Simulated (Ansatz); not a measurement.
# The honeycomb GaP bilayer (AB) under a gate, part 2 of 4

Wanted: Fermi level and gate voltage of the honeycomb GaP bilayer (AB) as it is charged.

Ansatz 0.2.0; plane-wave DFT, PBE-D3(BJ), Ansatz PAW.

So far. Step 2 (Relaxation): The lattice constant a goes from 3.900 to 3.878 Å.

### 3. Gated layer, added electrons 0, start network

The slab is cut off from its images along the normal. A charged sheet stands for each gate, the layer takes the opposite charge, and a barrier ahead of the sheet keeps electrons from leaking to it. The uncharged case sets the zero; a dense mesh is needed because few carriers fill a small part of the zone.

The cell differs from the one that the last finished run ended in (c 38.800 → 37.856 Å).

Contents of input.yaml:

```yaml
crystal:
  lattice:
    - [3.8776761941, 0.0, 0.0]
    - [-1.9388380971, 3.3581660918, 0.0]
    - [0.0, 0.0, 37.8562764176]
  atoms:
    - { symbol: P, position: [0.6666666667, 0.3333333333, 0.4477460967] }
    - { symbol: Ga, position: [0.3333333333, 0.6666666667, 0.4591298149] }
    - { symbol: P, position: [0.0, 0.0, 0.5420535543] }
    - { symbol: Ga, position: [0.6666666667, 0.3333333333, 0.5522539033] }
  periodic: [true, true, false]
  symmetry: { detect: true }
kpoints:
  mp_grid: { grid: [72, 72, 1] }
  band_path:
    path: [[0, 0, 0], [0.5, 0, 0], [0.33333333, 0.33333333, 0], [0, 0, 0]]
    npoints: 16
hamiltonian:
  xc: pbe
  dispersion: d3bj
scf:
  occupations: { method: fermi_dirac, width: 0.02585 }
  convergence: { dr2_threshold: 1.0e-10 }
output:
  forces: true
  eigenvalues: true
  dos: { projected: true, e_range: [-3, 3], de: 0.01 }
  write_potential: true
  write_density: true
  volumetric_format: npy
  elf: true
external_charges:
  - { charge: 0, barrier: 10, axis: 3, height: 24.406, sigma: 0.25 }
```

The run is started by

```bash
> ansatz run input.yaml --threads 4 --pin off --max-ram 16384MiB --backend cpu --events-out ev --progress --plain --runs-dir out
```

Numbers of over 12 decimals in the logs are rounded to 6 here.

Log:

```text
[...]
Crystal: 4 atoms, lattice volume = 492.960 Å³
Basis set: ecut = 420 eV, 9727 PW (Γ), exchange–correlation on 54×54×512 points (8 copies of the dense FFT grid, shifted against one another)
Bands: 22, of which v1, the nominal top of the filled ones, is band 18 counted from 1 (17 counted from 0)
Symmetry: 6 space group operations
[...]
k-points: 469 of 5184 (time reversal used)
[...]
SCF iter   1: F=—  HF=-9078.142562 eV  |F-HF|=—  |Δ(HF+E_count)|=         —  Δρ=1.47e-3  dr2=1.87e-2  ethr=1.77e-3  ⟨swp⟩=14.1  Hψ=88526  notcnv=0
[...]
SCF iter  11: F=-9078.139577 eV  HF=-9078.139577 eV  |F-HF|=7.35e-10  |Δ(HF+E_count)|=   5.43e-9  Δρ=8.12e-8  dr2=2.47e-11  ethr=1.00e-12  ⟨swp⟩=13.2  Hψ=89483  notcnv=0
SCF 1 converged in 11 iterations: F = -9078.139577 eV  dr2 = 2.47e-11
[...]
NSCF: frozen V_eff on 49 k-points
SCF converged after 11 iterations
Free energy (F): -9078.139577 eV
[...]
Internal energy: -9078.139577 eV  (E = F + TS)
E sigma→0 (E₀):  -9078.139577 eV
Fermi energy:    -4.580408 eV
[...]
--- Forces (eV/Å), atoms and charges each counted from 1 ---
  atom   1  P     -0.00000000    -0.00000000    -0.00009676
  atom   2  Ga     0.00000000     0.00000000    -0.00080352
  atom   3  P     -0.00000000    -0.00000000    -0.00242792
  atom   4  Ga     0.00000000     0.00000000    -0.01051971
  external charge   1     0.00000000     0.00000000     0.01384814
  max |Σ_I F_I| component, the external charges' with the atoms': 2.32e-7 eV/Å
--- Band table (eV; the first three rows and the last of 469) ---
  k-point 0: bands = [... 14 lower, -6.0930, -6.0930, -5.4994, -5.4994, -3.7965, -3.2986, -1.3159, -0.8658]
  k-point 1: bands = [... 14 lower, -6.1140, -6.0973, -5.5243, -5.5034, -3.7748, -3.2757, -1.3144, -0.8703]
  k-point 2: bands = [... 14 lower, -6.1731, -6.1103, -5.5956, -5.5152, -3.7128, -3.2106, -1.3098, -0.8833]
  k-point 468: bands = [... 14 lower, -9.2923, -8.7098, -5.6865, -5.3026, -3.2761, -3.1964, 0.5937, 0.5984]
```

Run time: 3.2 min. Hardware: 4 threads of Arm Neoverse V1, shared host; peak memory 3.8 GiB; 13 min of CPU time.

The column dr2 measures how far the density is from self-consistency, as an energy; F and HF (Harris–Foulkes) agree once it is small.

This step gave:

| Property | Result |
| --- | --- |
| gap on the k-mesh | 1.317 eV |
| gap along the path | 1.320 eV |
| smallest direct gap along the path | 1.619 eV |
| gap, the smaller of path and mesh | 1.317 eV |
| potential beyond the upper barrier and gate, less the barrier, from the Fermi level | 3.901 eV |

Running mean over a fixed 2.5 Å (it still follows the layers) of the planar mean; beyond a gate it holds the 10 eV model barrier. Table of electron's electrostatic potential energy less the Fermi level by z:

```
z (Å)  electron's electrostatic potential energy less the Fermi level (eV)
    4                                                                 5.26
    5                                                                 5.26
    6                                                                 5.26
    7                                                                 5.26
    8                                                                 5.26
    9                                                                 5.26
   10                                                                 5.26
   11                                                                 5.26
   12                                                                 5.26
   13                                                                 5.26
   14                                                                 5.21
   15                                                                 4.40
   16                                                                -1.18
   17                                                                -5.06
   18                                                                -3.22
   19                                                                0.180
   20                                                                -4.38
   21                                                                -5.61
   22                                                               -0.732
   23                                                                 3.53
   24                                                                 7.25
   25                                                                 11.3
   26                                                                 13.9
   27                                                                 13.9
   28                                                                 13.9
   29                                                                 13.9
   30                                                                 13.9
   31                                                                 13.9
   32                                                                 13.9
   33                                                                 13.9
   34                                                                 13.9
```

The density of states has structure finer than the step of the table below, so its rows give means over 0.1 eV, whole bins alone (the curve runs from -3 to 2.62 eV). Peaks (eV: height): -2.35: 3.29, -2.22: 3.16, -1.75: 6.22, -0.94: 6.49, -0.71: 3.94, 1.30: 3.45, 1.93: 4.86.

The density of states by energy, zero at the Fermi level of the run, which the smearing sets inside the gap; means over each step:

energy (eV), density of states (states/eV a cell) and a bar:
```
     -2.9       2.74 #####################
     -2.8       2.77 #####################
     -2.7       2.26 #################
     -2.6       2.01 ###############
     -2.5       2.52 ###################
     -2.4       2.86 ######################
     -2.3       2.78 #####################
     -2.2       2.72 #####################
     -2.1       2.30 #################
     -2.0       2.23 #################
     -1.9       2.21 #################
     -1.8       2.66 ####################
     -1.7       3.97 ##############################
     -1.6       2.81 #####################
     -1.5       2.46 ###################
     -1.4       2.15 ################
     -1.3       2.06 ###############
     -1.2       2.01 ###############
     -1.1       1.89 ##############
     -1.0       2.87 ######################
     -0.9       3.96 ##############################
     -0.8       2.66 ####################
     -0.7       2.17 ################
     -0.6       0.00 
     -0.5       0.00 
     -0.4       0.00 
     -0.3       0.00 
     -0.2       0.00 
     -0.1       0.00 
      0.0       0.00 
      0.1       0.00 
      0.2       0.00 
      0.3       0.00 
      0.4       0.00 
      0.5       0.00 
      0.6       0.09 #
      0.7       0.63 #####
      0.8       0.74 ######
      0.9       0.88 #######
      1.0       1.06 ########
      1.1       1.32 ##########
      1.2       1.73 #############
      1.3       2.32 #################
      1.4       1.80 ##############
      1.5       1.80 ##############
      1.6       2.31 #################
      1.7       2.63 ####################
      1.8       3.07 #######################
      1.9       3.99 ##############################
      2.0       3.54 ###########################
      2.1       3.09 #######################
      2.2       2.93 ######################
      2.3       2.97 ######################
      2.4       3.07 #######################
      2.5       2.21 #################
```

Projected DOS per atom over height of the atomic layer and energy from the Fermi level. Layers: GaP GaP from below.

Ten even steps from '_' (0.00 states/eV) to '@' (1.21 states/eV), each cell a mean:
```
++--
**++
**##
--##
::==
::++
..::
__..
____
____
____
____
____
@@--
**::
++--
****
==++
++==
**==
====
++**
```
Columns: height of the atomic layer (Å) from 17.2 to 20.7; rows upwards: energy from the Fermi level (eV) from -2.98 to 2.62.

The electronic bands at the labelled points (eV, zero at the Fermi level of the run, which the smearing sets inside the gap):

```
  point  band 15  band 16  band 17  band 18  band 19  band 20  band 21  band 22
      Γ    -1.51    -1.51    -0.92    -0.92     0.78     1.28     3.26     3.71
halfway    -3.09    -2.40    -1.75    -1.45     1.61     2.31     2.88     3.88
      M    -3.02    -2.35    -1.73    -0.98     0.64     1.57     1.88     2.64
halfway    -4.02    -3.39    -1.46    -0.84     1.09     1.89     3.09     3.72
      K    -4.71    -4.13    -1.11    -0.72     1.30     1.38     5.17     5.18
halfway    -3.04    -2.90    -2.39    -1.26     2.35     2.77     3.38     4.00
      Γ    -1.51    -1.51    -0.92    -0.92     0.78     1.28     3.26     3.71
```

The electronic bands as a text plot (rows in eV, shown from -7.3 to 2.6 only):

```
    2.4 |      +++++++       +  ++               ++++++++ ++
    2.0 |   +++++    +++++++++++ ++++          +++++     ++++
    1.6 |  ++++  ++++    ++++++++    ++++ +++++++           ++++
    1.2 |+++         ++++         +++++++++++                ++ +
    0.8 |++              +++++++++                             ++
    0.4 |
   -0.1 |
   -0.5 |
   -0.9 |***            ***************************          ****
   -1.3 |  ******  *****           **********      ****   *****
   -1.7 |************       *******          ***       **********
   -2.1 |**********  *******                    *     *  ****  **
   -2.5 |   *  *   ******   *****                ******** *****
   -2.9 |    ** *  ************  *               *********
   -3.4 |      * **            ******           *  *      **
   -3.8 |**********               *  **     *******    **********
   -4.2 |       *  *               **  ***** ***      ***
   -4.6 |        ** *                ********       **
   -5.0 |          * *                             *  *
   -5.4 |           * **                         ** **
   -5.8 |            *  *                       *  *
   -6.3 |             ** ***                 *** **
   -6.7 |               **  *****************  **
   -7.1 |                 *********************
         Γ                   M           K                      Γ
```

Valence density in the ca plane at fractional y = 0.333, with atoms of P and Ga within 0.2 Å of it. It is the smooth field of the valence electrons, not physical close to the nuclei.

Ten steps, logarithmic in the rise over the least value, from '0' (0 e/Å³) to '9' (30 e/Å³), each cell a mean:
```
00000000000000000001122110000011111000000000
00000000000000000001222210000013432000000000
00000000000000000012211210000026983100000000
00000000000000000012211210000026984100000000
00000000000000000011222210000013542000000000
00000000000000000001122110000011211000000000
00000000000000000000111100000011110000000000
00000000000000000000011100000011110000000000
00000000000000000000001100000011110000000000
00000000000000000000011100000011110000000000
```
Columns run along c (16.0 Å, from fractional 0.24 to 0.66 of the cell), rows up along a (3.9 Å). Atoms in or near the plane, at fractional coordinates: P at (0.45, 0.67), Ga at (0.55, 0.67).

Electrostatic potential energy in the ca plane at fractional y = 0.333, with atoms of P and Ga within 0.2 Å of it. With pseudopotentials it is smooth inside the atoms' cores, unlike the true potential.

Ten even steps from '0' (-28 eV) to '9' (6 eV), each cell a mean:
```
88888888888888888887645677887765446777888899
88888888888888888875100367887641003677788899
88888888888888888873000057877520000467778899
88888888888888888872000057877510000467778899
88888888888888888875000267887630002577788899
88888888888888888877544677887764345777788899
88888888888888888887766677787766667778888899
88888888888888888887766667777766677788888899
88888888888888888887766667777766677788888899
88888888888888888887766677787766667778888899
```
Columns run along c (16.0 Å, from fractional 0.24 to 0.66 of the cell; values clipped at the 3rd and 97th percentile), rows up along a (3.9 Å). Atoms in or near the plane, at fractional coordinates: P at (0.45, 0.67), Ga at (0.55, 0.67).

ELF in the ca plane at fractional y = 0.333, with atoms of P and Ga within 0.2 Å of it. It is the smooth field of the valence electrons, not physical close to the nuclei.

Ten even steps from '0' (0.00) to '9' (0.90), each cell a mean:
```
00000000000000013578888864101344444431000000
00000000000000136899867886201222222332100000
00000000000001247999501686301121002232100000
00000000000001257999500686300120102232100000
00000000000000136899856886201222112332100000
00000000000000013678888874101344333331000000
00000000000000001235666553102566665421000000
00000000000000000011233332003666665321000000
00000000000000000001223332013666665321000000
00000000000000000134555543102567665421000000
```
Columns run along c (16.0 Å, from fractional 0.24 to 0.66 of the cell), rows up along a (3.9 Å). Atoms in or near the plane, at fractional coordinates: P at (0.45, 0.67), Ga at (0.55, 0.67).

The gap, the smaller of path and mesh, is 1.317 eV.

### 4. Gated layer, added electrons 1×10¹³ per cm², start atoms

input.yaml, the sections that differ from step 3:

```yaml
total_charge: -0.013022
kpoints:
  mp_grid: { grid: [72, 72, 1] }
output:
  forces: true
  eigenvalues: true
  write_potential: true
  write_density: true
  volumetric_format: npy
external_charges:
  - { charge: 0, barrier: 10, axis: 3, height: 24.406, sigma: 0.25 }
  - { charge: 0.013022, axis: 3, height: 25.906, sigma: 0.5 }
# crystal, hamiltonian, scf: as in step 3
```

Log:

```text
[...]
Crystal: 4 atoms, lattice volume = 492.960 Å³
Basis set: ecut = 420 eV, 9727 PW (Γ), exchange–correlation on 54×54×512 points (8 copies of the dense FFT grid, shifted against one another)
Bands: 23, of which v1, the nominal top of the filled ones, is band 18 counted from 1 (17 counted from 0)
Symmetry: 6 space group operations
[...]
k-points: 469 of 5184 (time reversal used)
[...]
SCF iter   1: F=—  HF=-9079.087362 eV  |F-HF|=—  |Δ(HF+E_count)|=         —  Δρ=1.97e-2  dr2=3.49e0  ethr=3.10e-3  ⟨swp⟩=13.5  Hψ=87102  notcnv=0
[...]
SCF iter  13: F=-9078.178426 eV  HF=-9078.178426 eV  |F-HF|=7.64e-10  |Δ(HF+E_count)|=   5.00e-9  Δρ=1.07e-7  dr2=8.10e-11  ethr=1.00e-12  ⟨swp⟩=17.3  Hψ=109145  notcnv=0
SCF 1 converged in 13 iterations: F = -9078.178426 eV  dr2 = 8.10e-11
  Residual-converged pass: ⟨swp⟩=1.0  Hψ=12676  notcnv=0  max |occ|·‖R‖ = 7.1e-9 eV (tolerance 1.0e-8 eV)  dr2=8.10e-11  dr2_onsite=8.38e-12  max |Δocc| = 3.2e-11
[...]
SCF converged after 13 iterations
Free energy (F): -9078.178426 eV
[...]
Internal energy: -9078.177673 eV  (E = F + TS)
E sigma→0 (E₀):  -9078.178050 eV
Entropy (-TS):   -0.000752 eV (-0.188 meV/atom)
Fermi energy:    -3.617432 eV
[...]
--- Forces (eV/Å), atoms and charges each counted from 1 ---
  atom   1  P     -0.00000000    -0.00000000     0.00075244
  atom   2  Ga     0.00000000     0.00000000     0.00638314
  atom   3  P     -0.00000000    -0.00000000     0.00366865
  atom   4  Ga     0.00000000     0.00000000    -0.02511324
  external charge   1     0.00000000     0.00000000     0.01548989
  external charge   2     0.00000000     0.00000000    -0.00117734
  max |Σ_I F_I| component, the external charges' with the atoms': 3.55e-6 eV/Å
--- Band table (eV; the first three rows and the last of 469) ---
  k-point 0: bands = [... 14 lower, -5.7720, -5.7720, -5.1566, -5.1566, -3.4785, -2.9571, -1.0808, -0.5433, ... 1 higher]
  k-point 1: bands = [... 14 lower, -5.7930, -5.7763, -5.1816, -5.1606, -3.4569, -2.9343, -1.0790, -0.5479, ... 1 higher]
  k-point 2: bands = [... 14 lower, -5.8520, -5.7893, -5.2529, -5.1725, -3.3951, -2.8692, -1.0740, -0.5609, ... 1 higher]
  k-point 468: bands = [... 14 lower, -8.9720, -8.3678, -5.3745, -4.9643, -2.9787, -2.8582, 0.8661, 0.9209, ... 1 higher]
```

Wall time 3.8 min (4 threads); peak memory 3.8 GiB; 15 min of CPU time.

This step gave:

* energy at zero smearing: -9078.1780 eV
* potential beyond the upper barrier and gate, less the barrier, from the Fermi level: 2.596 eV

Against the uncharged case this takes +1.31 V.

### 5. Gated layer, added electrons 3×10¹³ per cm², start atoms

input.yaml, as its differences from that of step 4:

```diff
@@ -12,3 +12,3 @@
   symmetry: { detect: true }
-total_charge: -0.013022
+total_charge: -0.039066
 kpoints:
@@ -29,2 +29,2 @@
   - { charge: 0, barrier: 10, axis: 3, height: 24.406, sigma: 0.25 }
-  - { charge: 0.013022, axis: 3, height: 25.906, sigma: 0.5 }
+  - { charge: 0.039066, axis: 3, height: 25.906, sigma: 0.5 }
```

Log:

```text
[...]
Crystal: 4 atoms, lattice volume = 492.960 Å³
Basis set: ecut = 420 eV, 9727 PW (Γ), exchange–correlation on 54×54×512 points (8 copies of the dense FFT grid, shifted against one another)
Bands: 23, of which v1, the nominal top of the filled ones, is band 18 counted from 1 (17 counted from 0)
Symmetry: 6 space group operations
[...]
k-points: 469 of 5184 (time reversal used)
[...]
--- Band table (eV; the first three rows and the last of 469) ---
  k-point 0: bands = [... 14 lower, -5.1355, -5.1355, -4.4822, -4.4822, -2.8482, -2.2856, -0.6313, 0.0957, ... 1 higher]
  k-point 1: bands = [... 14 lower, -5.1564, -5.1398, -4.5072, -4.4862, -2.8267, -2.2628, -0.6292, 0.0911, ... 1 higher]
  k-point 2: bands = [... 14 lower, -5.2152, -5.1527, -4.5786, -4.4981, -2.7652, -2.1980, -0.6231, 0.0781, ... 1 higher]
  k-point 468: bands = [... 14 lower, -8.3368, -7.6948, -4.7565, -4.2984, -2.3890, -2.1921, 1.4005, 1.5600, ... 1 higher]
[key lines of the parts left out:]
SCF converged after 13 iterations
Free energy (F): -9078.230859 eV
Fermi energy:    -2.931361 eV
```

Elapsed: 3.6 min, on 4 threads; peak memory 3.8 GiB.

Against the uncharged case this takes +2.66 V.

### 6. Gated layer, added electrons 6×10¹³ per cm², start atoms

input.yaml, as its differences from that of step 5:

```diff
@@ -12,3 +12,3 @@
   symmetry: { detect: true }
-total_charge: -0.039066
+total_charge: -0.078131
 kpoints:
@@ -29,2 +29,2 @@
   - { charge: 0, barrier: 10, axis: 3, height: 24.406, sigma: 0.25 }
-  - { charge: 0.039066, axis: 3, height: 25.906, sigma: 0.5 }
+  - { charge: 0.078131, axis: 3, height: 25.906, sigma: 0.5 }
```

Log:

```text
[...]
Crystal: 4 atoms, lattice volume = 492.960 Å³
Basis set: ecut = 420 eV, 9727 PW (Γ), exchange–correlation on 54×54×512 points (8 copies of the dense FFT grid, shifted against one another)
Bands: 23, of which v1, the nominal top of the filled ones, is band 18 counted from 1 (17 counted from 0)
Symmetry: 6 space group operations
[...]
k-points: 469 of 5184 (time reversal used)
[...]
--- Band table (eV; the first three rows and the last of 469) ---
  k-point 0: bands = [... 14 lower, -4.1982, -4.1982, -3.5005, -3.5005, -1.9207, -1.3096, -0.0084, 1.0358, ... 1 higher]
  k-point 1: bands = [... 14 lower, -4.2191, -4.2025, -3.5255, -3.5045, -1.8995, -1.2870, -0.0057, 1.0312, ... 1 higher]
  k-point 2: bands = [... 14 lower, -4.2779, -4.2154, -3.5970, -3.5164, -1.8388, -1.2227, 0.0024, 1.0181, ... 1 higher]
  k-point 468: bands = [... 14 lower, -7.4014, -6.7150, -3.8470, -3.3280, -1.5210, -1.2211, 2.1722, 2.5001, ... 1 higher]
[key lines of the parts left out:]
SCF converged after 13 iterations
Free energy (F): -9078.249510 eV
Fermi energy:    -1.948904 eV
```

Run time: 3.7 min. Hardware: 4 threads; peak memory 3.8 GiB; 15 min of CPU time.

Against the uncharged case this takes +4.63 V.

[end of part 2 of 4]

[Logs are printed without paths, hosts, clocks, repeated set-up lines and the standing remarks that a program may print on its own settings, such as how far it seeks lower states.]

[Hosts, paths, dates, database ids (printed as entryN), source tags and the programs' standing remarks are cut or masked in the printed files.]

[Maps of the electrostatic potential energy from Ansatz leave out the sawtooth potential of an applied field or a dipole correction, so their vacuum need not be flat; planar profiles and work functions include it.]

[The density of states shown here was stored with 400 of the rows of the run's finer table, so its peaks can read low, often by over a quarter, or be missed, and its means over a window can be off by a tenth or more.]
